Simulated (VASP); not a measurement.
# BeTe: convergence, band structure

BeTe, F-43m (no. 216), 2 atoms in the cell. TB-mBJ; PAW potentials Te, Be (PBE set). VASP 6.6.1.

Wanted: band energies at the path's corners within 0.02 eV; smallest gap over path and mesh within 0.01 eV.

What the run is for: bands; Accuracy asked: standard; Route: KPOINTS_OPT.

Band energies at the path's corners: counted from the valence top.

POSCAR:
```
BeTe
1.0
    0.0000000000      2.7700000000      2.7700000000
    2.7700000000      0.0000000000      2.7700000000
    2.7700000000      2.7700000000      0.0000000000
Te Be
1 1
Direct
    0.7500000000      0.7500000000      0.7500000000
    0.0000000000      0.0000000000      0.0000000000
```

The series start from Plane-wave cutoff (eV): 290; k-point mesh: 6 × 6 × 6; k points a path segment: 12; Electronic threshold (eV): 1e-6; Precision mode (PREC): Accurate; Bands in all (NBANDS): 16; Aspherical gradient terms in the spheres (LASPH): yes. Each series keeps the choices made before it, and each single choice may use up half of a tolerance. Times cover all steps of a run.

## Plane-wave cutoff (eV)

| Plane-wave cutoff (eV) | Band energies at the path's corners, largest deviation (eV) | Smallest gap over path and mesh (eV) | Time (s) |
|---|---|---|---|
| 200 | 0.027 | 2.544 | 29 |
| 250 | 0.015 | 2.540 | 29 |
| 290 | 0.007 | 2.538 | 51 |
| 320 | 0.004 | 2.537 | 45 |
| 400 | 0.001 | 2.536 | 64 |
| 500 (reference) | 0.000 | 2.535 | 79 |

Chosen: 290, the loosest value from which every tighter one stays within half of the tolerance.

## k-point mesh

| k-point mesh | Band energies at the path's corners, largest deviation (eV) | Smallest gap over path and mesh (eV) | Time (s) |
|---|---|---|---|
| 2 × 2 × 2 | 0.367 | 2.898 | 36 |
| 3 × 3 × 3 | 0.079 | 2.615 | 41 |
| 4 × 4 × 4 | 0.023 | 2.559 | 50 |
| 5 × 5 × 5 | 0.007 | 2.543 | 48 |
| 6 × 6 × 6 | 0.002 | 2.538 | 51 |
| 7 × 7 × 7 | 0.001 | 2.537 | 52 |
| 9 × 9 × 9 (reference) | 0.000 | 2.536 | 76 |

Chosen: 6 × 6 × 6.

## Electronic threshold (eV)

| Electronic threshold (eV) | Band energies at the path's corners, largest deviation (eV) | Smallest gap over path and mesh (eV) | Time (s) |
|---|---|---|---|
| 0.001 | 0.004 | 2.537 | 26 |
| 0.0001 | 0.000 | 2.538 | 32 |
| 1e-5 | 0.000 | 2.538 | 42 |
| 1e-6 | 0.000 | 2.538 | 36 |
| 1e-7 (reference) | 0.000 | 2.538 | 59 |

Chosen: 0.001.

## Precision mode (PREC)

| Precision mode (PREC) | Band energies at the path's corners, largest deviation (eV) | Smallest gap over path and mesh (eV) | Time (s) |
|---|---|---|---|
| SingleN | 0.003 | 2.540 | 13 |
| Normal | 0.000 | 2.537 | 19 |
| Accurate (reference) | 0.000 | 2.537 | 26 |

Chosen: SingleN.

## Bands in all (NBANDS)

| Bands in all (NBANDS) | Band energies at the path's corners, largest deviation (eV) | Smallest gap over path and mesh (eV) | Time (s) |
|---|---|---|---|
| 6 | 0.012 | 2.542 | 10 |
| 7 | 0.006 | 2.542 | 9.9 |
| 8 | 0.002 | 2.541 | 20 |
| 10 | 0.006 | 2.539 | 20 |
| 16 | 0.005 | 2.540 | 13 |
| 26 (reference) | 0.000 | 2.543 | 19 |

Chosen: 7.

## Aspherical gradient terms in the spheres (LASPH)

| Aspherical gradient terms in the spheres (LASPH) | Band energies at the path's corners, largest deviation (eV) | Smallest gap over path and mesh (eV) | Time (s) |
|---|---|---|---|
| no | 0.006 | 2.540 | 5.4 |
| yes (reference) | 0.000 | 2.542 | 9.9 |

Chosen: no.

Also changed on the way, by series that aren't shown: k points a path segment: 5.

## All choices together

| Input | Band energies at the path's corners, largest deviation (eV) | Smallest gap over path and mesh (eV) | Time (s) |
|---|---|---|---|
| the program's defaults (naive) | 0.035 | 2.567 | 12 |
| chosen settings | 0.015 | 2.540 | 5.4 |
| reference settings throughout | 0.000 | 2.533 | 312 |

The tolerance is met.

## The input

INCAR.step1:
```
ISMEAR = 0
SIGMA = 0.03
LWAVE = True
LCHARG = False
NBANDS = 7
PREC = SingleN
LASPH = False
LREAL = False
ALGO = Normal
EDIFF = 0.001
NELM = 120
GGA_COMPAT = False
ENCUT = 290
EFERMI = MIDGAP
GGA = PE
```

INCAR.step2, as INCAR.step1 but for:
```
- LWAVE = True
- GGA = PE
+ METAGGA = MBJ
+ LWAVE = False
+ LMIXTAU = True
+ ISTART = 1
```

KPOINTS:
```
Automatic mesh
0
Gamma
  6 6 6
  0 0 0
```

KPOINTS_OPT:
```
path GXWKGLUWLK,UX
5
line-mode
reciprocal
 0.0000000000  0.0000000000  0.0000000000  G
 0.5000000000  0.0000000000  0.5000000000  X

 0.5000000000  0.0000000000  0.5000000000  X
 0.5000000000  0.2500000000  0.7500000000  W

 0.5000000000  0.2500000000  0.7500000000  W
 0.3750000000  0.3750000000  0.7500000000  K

 0.3750000000  0.3750000000  0.7500000000  K
 0.0000000000  0.0000000000  0.0000000000  G

 0.0000000000  0.0000000000  0.0000000000  G
 0.5000000000  0.5000000000  0.5000000000  L

 0.5000000000  0.5000000000  0.5000000000  L
 0.6250000000  0.2500000000  0.6250000000  U

 0.6250000000  0.2500000000  0.6250000000  U
 0.5000000000  0.2500000000  0.7500000000  W

 0.5000000000  0.2500000000  0.7500000000  W
 0.5000000000  0.5000000000  0.5000000000  L

 0.5000000000  0.5000000000  0.5000000000  L
 0.3750000000  0.3750000000  0.7500000000  K

 0.6250000000  0.2500000000  0.6250000000  U
 0.5000000000  0.0000000000  0.5000000000  X
```

Commands (each step's output is kept before the next begins):
```
cat potpaw_PBE.64/Te/POTCAR potpaw_PBE.64/Be/POTCAR > POTCAR
cp INCAR.step1 INCAR
mpirun -np 1 vasp_std > vasp.out
cp INCAR.step2 INCAR
mpirun -np 1 vasp_std > vasp.out
```

Limits: Spin-orbit coupling is off, though it shifts bands of the heavy elements by a tenth of an eV or more.

The chosen input took VASP 6.6.1 5.4 s on 1 core (AMD EPYC 9R45 (Zen 5)), a shared host.

## An input that fails: smearing far too wide

It runs to its end, but against the unchanged starting input it is off by 0.038 eV in the band energies at the path's corners, 0.038 eV in the smallest gap over path and mesh.

Changes against the starting input:
```
(all steps)
- SIGMA = 0.03
- NELM = 120
+ SIGMA = 2.0
+ NELM = 61
```
